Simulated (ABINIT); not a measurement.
# CdTe (F-43m) in ABINIT: equation of state with r2SCAN

Aim: the equation of state of CdTe with r2SCAN.

All numbers are computed with ABINIT 10.8.3 (patched build); they aren't measurements. Logs are shortened: lines on timing, memory, paths and dates and some standing lists are left out, and cuts for length are marked. The log counts tension as positive stress, the text compression.

## (1) Starting point

Symmetry: F-43m, No. 216, cubic system. The conventional cell has a = 6.410 Å, b = 6.410 Å, c = 6.410 Å, α = 90.00°, β = 90.00°, γ = 90.00°. Around Te (site symmetry -43m) lie 4 Cd at 2.78 Å. Around Cd (site symmetry -43m) lie 4 Te at 2.78 Å.

## (2) Equation of state, r2SCAN

Contents of run.abi:

```
# Datasets: one volume each
ndtset 7
getwfk -1
scalecart1 3*0.9795861087
scalecart2 3*0.9864848297
scalecart3 3*0.9932883884
scalecart4 3*1.0000000000
scalecart5 3*1.0066227096
scalecart6 3*1.0131594038
scalecart7 3*1.0196128224

# Pseudopotentials
pp_dirpath "./"
pseudos "Te.GGA_PBE-JTH.xml, Cd.GGA_PBE-JTH.xml"

# Structure
acell 3*1.0 Angstrom
rprim
     0.0000000000     3.2050000000     3.2050000000
     3.2050000000     0.0000000000     3.2050000000
     3.2050000000     3.2050000000     0.0000000000
ntypat 2
znucl 52 48
natom 2
typat 1 2
xred
     0.7500000000     0.7500000000     0.7500000000
     0.0000000000     0.0000000000     0.0000000000

# Plane-wave basis
ecut 26.0
pawecutdg 48.0

# k points
kptopt 1
ngkpt 7 7 7
nshiftk 1
shiftk 0.0 0.0 0.0

# Exchange and correlation
ixc -497498
usekden 1
pawxcdev 0

# Bands and occupations
nband 13
occopt 3
tsmear 0.05 eV

# SCF cycle
nstep 100
tolvrs 1.0e-7

# Output
iomode 3
prtwf 1
prtden 0
prteig 0
prtebands 0
```

Potentials or basis: JTH PAW PBE v2.0.

Run with:

```console
$ abinit run.abi > log 2>&1
```

run.abo:

```text
.Version 10.8.3 of ABINIT
 DATASET    1 : space group F-4 3 m (#216); Bravais cF (face-center cubic)
================================================================================
 Values of the parameters that define the memory need for DATASET  1.
     intxc =       0    ionmov =       0      iscf =      17    lmnmax =      18
     lnmax =       6     mgfft =      40  mpssoang =       3    mqgrid =    3001
     natom =       2  nloc_mem =       2    nspden =       1   nspinor =       1
    nsppol =       1      nsym =      24    n1xccc =       1    ntypat =       2
    occopt =       3   xclevel =       2
       mpw =        2677          nfft =       64000          nkpt =          20
 PAW method is used; the additional fine FFT grid is defined by:
   mgfftf=        54    nfftf =    157464
================================================================================
================================================================================
[... 71 lines left out ...]
 DATASET    7 : space group F-4 3 m (#216); Bravais cF (face-center cubic)
================================================================================
 Values of the parameters that define the memory need for DATASET  7.
     intxc =       0    ionmov =       0      iscf =      17    lmnmax =      18
     lnmax =       6     mgfft =      45  mpssoang =       3    mqgrid =    3001
     natom =       2  nloc_mem =       2    nspden =       1   nspinor =       1
    nsppol =       1      nsym =      24    n1xccc =       1    ntypat =       2
    occopt =       3   xclevel =       2
       mpw =        3002          nfft =       91125          nkpt =          20
 PAW method is used; the additional fine FFT grid is defined by:
   mgfftf=        60    nfftf =    216000
================================================================================
================================================================================

--------------------------------------------------------------------------------
------------- Echo of variables that govern the present computation ------------
--------------------------------------------------------------------------------
 -outvars: echo values of preprocessed input variables --------
            acell      1.8897261259E+00  1.8897261259E+00  1.8897261259E+00 Bohr
              amu      1.27600000E+02  1.12411000E+02
             ecut      2.60000000E+01 Hartree
           getwfk          -1
              ixc     -497498
           jdtset        1    2    3    4    5    6    7
         kptrlatt        7    0    0      0    7    0      0    0    7
          kptrlen1     5.87330504E+01
          kptrlen2     5.91466770E+01
          kptrlen3     5.95545980E+01
          kptrlen4     5.99570062E+01
          kptrlen5     6.03540840E+01
          kptrlen6     6.07460046E+01
          kptrlen7     6.11329323E+01
            natom           2
            nband          13
           ndtset           7
            ngfft1         40      40      40
            ngfft2         40      40      40
            ngfft3         40      40      40
            ngfft4         40      40      40
            ngfft5         40      40      40
            ngfft6         40      40      40
            ngfft7         45      45      45
          ngfftdg1         54      54      54
          ngfftdg2         54      54      54
          ngfftdg3         54      54      54
          ngfftdg4         54      54      54
          ngfftdg5         54      54      54
          ngfftdg6         60      60      60
          ngfftdg7         60      60      60
             nkpt          20
            nstep         100
             nsym          24
           ntypat           2
           occopt           3
        pawecutdg      4.80000000E+01 Hartree
         pawxcdev           0
           prtden           0
        prtebands           0
           prteig           0
          prtkden           1
            rprim1     0.0000000000E+00  3.1395734784E+00  3.1395734784E+00
                       3.1395734784E+00  0.0000000000E+00  3.1395734784E+00
                       3.1395734784E+00  3.1395734784E+00  0.0000000000E+00
            rprim2     0.0000000000E+00  3.1616838792E+00  3.1616838792E+00
                       3.1616838792E+00  0.0000000000E+00  3.1616838792E+00
[... 34 lines left out ...]
           xangst7     4.9017886437E+00  4.9017886437E+00  4.9017886437E+00
                       0.0000000000E+00  0.0000000000E+00  0.0000000000E+00
            xcart1     8.8994010395E+00  8.8994010395E+00  8.8994010395E+00
                       0.0000000000E+00  0.0000000000E+00  0.0000000000E+00
            xcart2     8.9620749425E+00  8.9620749425E+00  8.9620749425E+00
                       0.0000000000E+00  0.0000000000E+00  0.0000000000E+00
            xcart3     9.0238843096E+00  9.0238843096E+00  9.0238843096E+00
                       0.0000000000E+00  0.0000000000E+00  0.0000000000E+00
            xcart4     9.0848583503E+00  9.0848583503E+00  9.0848583503E+00
                       0.0000000000E+00  0.0000000000E+00  0.0000000000E+00
            xcart5     9.1450247289E+00  9.1450247289E+00  9.1450247289E+00
                       0.0000000000E+00  0.0000000000E+00  0.0000000000E+00
            xcart6     9.2044096698E+00  9.2044096698E+00  9.2044096698E+00
                       0.0000000000E+00  0.0000000000E+00  0.0000000000E+00
            xcart7     9.2630380637E+00  9.2630380637E+00  9.2630380637E+00
                       0.0000000000E+00  0.0000000000E+00  0.0000000000E+00
             xred      7.5000000000E-01  7.5000000000E-01  7.5000000000E-01
                       0.0000000000E+00  0.0000000000E+00  0.0000000000E+00
            znucl       52.00000   48.00000

================================================================================

 chkinp: Checking input parameters for consistency, jdtset=   1.

 chkinp: Checking input parameters for consistency, jdtset=   2.
[... 36 lines left out ...]
 getcut: wavevector=  0.0000  0.0000  0.0000  ngfft=  54  54  54
         ecut(hartree)=     48.000   => boxcut(ratio)=   2.06430

--- Pseudopotential description ------------------------------------------------
- pspini: atom type   1  psp file is ./Te.GGA_PBE-JTH.xml
 Pseudopotential format is: paw10
 basis_size (lnmax)=  4 (lmn_size=  8), orbitals=   0   0   1   1
 Spheres core radius: rc_sph= 2.31107438
 Shapefunction is SIN type: shapef(r)=[sin(pi*r/rshp)/(pi*r/rshp)]**2
 Radius for shape functions =  2.10488624
 Compensation charge density is not taken into account in XC energy/potential

- pspini: atom type   2  psp file is ./Cd.GGA_PBE-JTH.xml
 Pseudopotential format is: paw10
 basis_size (lnmax)=  6 (lmn_size= 18), orbitals=   0   0   1   1   2   2
 Spheres core radius: rc_sph= 2.50233826
 Shapefunction is BESSEL type: shapef(r,l)=aa(1,l)*jl(q(1,l)*r)+aa(2,l)*jl(q(2,l)*r)
 Radius for shape functions =  2.31074885
 Compensation charge density is not taken into account in XC energy/potential

   2.44797133E+03                                ecore*ucvol(ha*bohr**3)
--------------------------------------------------------------------------------

================================================================================

--- !BeginCycle
iteration_state: {dtset: 1, }
solver: {iscf: 17, nstep: 100, nline: 4, wfoptalg: 10, }
tolerances: {tolvrs: 1.00E-07, }
...
[... 937 lines left out ...]
 getcut: wavevector=  0.0000  0.0000  0.0000  ngfft=  60  60  60
         ecut(hartree)=     48.000   => boxcut(ratio)=   2.21690

 getcut : COMMENT -
  Note that boxcut > 2.2 ; recall that boxcut=Gcut(box)/Gcut(sphere) = 2
  is sufficient for exact treatment of convolution.
  Such a large boxcut is a waste : you could raise ecut
  e.g. ecut=   58.975672 Hartrees makes boxcut=2

--------------------------------------------------------------------------------

-inwffil : will read wavefunctions from disk file runo_DS5_WFK.nc

================================================================================
[... 186 lines left out ...]
 getcut: wavevector=  0.0000  0.0000  0.0000  ngfft=  60  60  60
         ecut(hartree)=     48.000   => boxcut(ratio)=   2.20287

 getcut : COMMENT -
  Note that boxcut > 2.2 ; recall that boxcut=Gcut(box)/Gcut(sphere) = 2
  is sufficient for exact treatment of convolution.
  Such a large boxcut is a waste : you could raise ecut
  e.g. ecut=   58.231488 Hartrees makes boxcut=2

--------------------------------------------------------------------------------

-inwffil : will read wavefunctions from disk file runo_DS6_WFK.nc

================================================================================
[... 155 lines left out ...]
-Cartesian components of stress tensor (GPa)         [Pressure=  2.9835E-01 GPa]
- sigma(1 1)= -2.98348150E-01  sigma(3 2)=  0.00000000E+00
- sigma(2 2)= -2.98348150E-01  sigma(3 1)=  0.00000000E+00
- sigma(3 3)= -2.98348150E-01  sigma(2 1)=  0.00000000E+00

== END DATASET(S) ==============================================================
================================================================================

 -outvars: echo values of variables after computation  --------
            acell      1.8897261259E+00  1.8897261259E+00  1.8897261259E+00 Bohr
           etotal1    -1.4512699513E+01
           etotal2    -1.4514674650E+01
           etotal3    -1.4516233278E+01
           etotal4    -1.4517416777E+01
           etotal5    -1.4518263300E+01
           etotal6    -1.4518825821E+01
           etotal7    -1.4519098695E+01
            fcart1    -9.0769430815E-29 -9.0769430815E-29  2.7230829244E-28
                       9.0769430815E-29  9.0769430815E-29 -2.7230829244E-28
            fcart2     3.9089677148E-47 -1.4083540435E-30 -3.9089677148E-47
                      -3.9089677148E-47  1.4083540435E-30  3.9089677148E-47
            fcart3    -8.9517278727E-29 -4.4758639364E-29  1.7903455745E-28
                       8.9517278727E-29  4.4758639364E-29 -1.7903455745E-28
            fcart4    -2.2229118380E-29  1.4988248796E-46  2.2229118380E-29
                       2.2229118380E-29 -1.4988248796E-46 -2.2229118380E-29
            fcart5    -2.7603587432E-30 -2.7603587432E-30  8.2810762295E-30
                       2.7603587432E-30  2.7603587432E-30 -8.2810762295E-30
[... 38 lines left out ...]
                       0.0000000000E+00  0.0000000000E+00  0.0000000000E+00
           xangst1     4.7093602176E+00  4.7093602176E+00  4.7093602176E+00
                       0.0000000000E+00  0.0000000000E+00  0.0000000000E+00
           xangst2     4.7425258188E+00  4.7425258188E+00  4.7425258188E+00
                       0.0000000000E+00  0.0000000000E+00  0.0000000000E+00
           xangst3     4.7752339272E+00  4.7752339272E+00  4.7752339272E+00
                       0.0000000000E+00  0.0000000000E+00  0.0000000000E+00
           xangst4     4.8075000000E+00  4.8075000000E+00  4.8075000000E+00
                       0.0000000000E+00  0.0000000000E+00  0.0000000000E+00
           xangst5     4.8393386764E+00  4.8393386764E+00  4.8393386764E+00
                       0.0000000000E+00  0.0000000000E+00  0.0000000000E+00
           xangst6     4.8707638338E+00  4.8707638338E+00  4.8707638338E+00
                       0.0000000000E+00  0.0000000000E+00  0.0000000000E+00
           xangst7     4.9017886437E+00  4.9017886437E+00  4.9017886437E+00
                       0.0000000000E+00  0.0000000000E+00  0.0000000000E+00
             xred      7.5000000000E-01  7.5000000000E-01  7.5000000000E-01
                       0.0000000000E+00  0.0000000000E+00  0.0000000000E+00
 Calculation completed.
```

It took 11 min on 1 thread of Arm Neoverse V2, shared host; peak memory 0.27 GiB.

What came out:

```
Equilibrium volume : 35.34 Å³/atom (rough: see the caveat)
Bulk modulus       : 40 GPa (rough)
```

Energy against volume, from the lowest point:
```csv
volume (Å³/atom),energy (meV/atom)
30.947,87.07
31.605,60.19
32.263,38.99
32.922,22.88
33.580,11.37
34.239,3.71
34.897,0.00
```

Caveat: pressures at fixed basis lie under the slope of the energies; the minimum lies outside the volumes run; the PAW data sets were made with another functional, which shifts forces and pressure a little. Spin-orbit coupling is left out, which matters for the levels of Te.
